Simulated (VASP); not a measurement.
The system is GaP.

```
Ga P
1.0
     0.00000    5.45050    5.45050
     5.45050    0.00000    5.45050
     5.45050    5.45050    0.00000
Ga P
8 8
Direct
  0.00000 0.00000 0.00000
  0.00000 0.00000 0.50000
  0.00000 0.50000 0.00000
  0.00000 0.50000 0.50000
  0.50000 0.00000 0.00000
  0.50000 0.00000 0.50000
  0.50000 0.50000 0.00000
  0.50000 0.50000 0.50000
  0.12500 0.12500 0.12500
  0.12500 0.12500 0.62500
  0.12500 0.62500 0.12500
  0.12500 0.62500 0.62500
  0.62500 0.12500 0.12500
  0.62500 0.12500 0.62500
  0.62500 0.62500 0.12500
  0.62500 0.62500 0.62500
```

```yaml
Program: VASP 6.6.1
Task: phonon dispersion
Functional: LDA
Potentials_or_basis: VASP PAW LDA potentials, release 64 (Ga_d, P)
Cutoff: 520 eV
k_mesh: 3 × 3 × 3
Occupations: gaussian, width 0.03 eV
Spin: no spin polarisation
Long-range_dipole_term: yes
Supercell_matrix: "[2, 0, 0, 0, 2, 0, 0, 0, 2]"
Further_INCAR_settings: LREAL = Auto; ALGO = Normal; EDIFF = 1e-07; IBRION = 6; POTIM = 0.015; NSW = 1
```

Problem. Is this structure dynamically stable at this level, and how far does the spectrum reach?

Solution. Yes, as far as this q mesh shows: no mode on the path is imaginary. The highest frequency is 382 cm⁻¹.

Phonon frequencies at the corners of the path (cm⁻¹, interpolated; i marks imaginary ones):
```
point              frequencies
    Γ        0 0 0 351 351 382
    X  105 105 244 344 344 353
    W  122 153 214 333 347 358
    K  100 153 222 336 345 359
    L    82 82 228 347 347 356
    U  100 153 222 336 345 359
```

A q mesh this small can miss soft modes between its points.
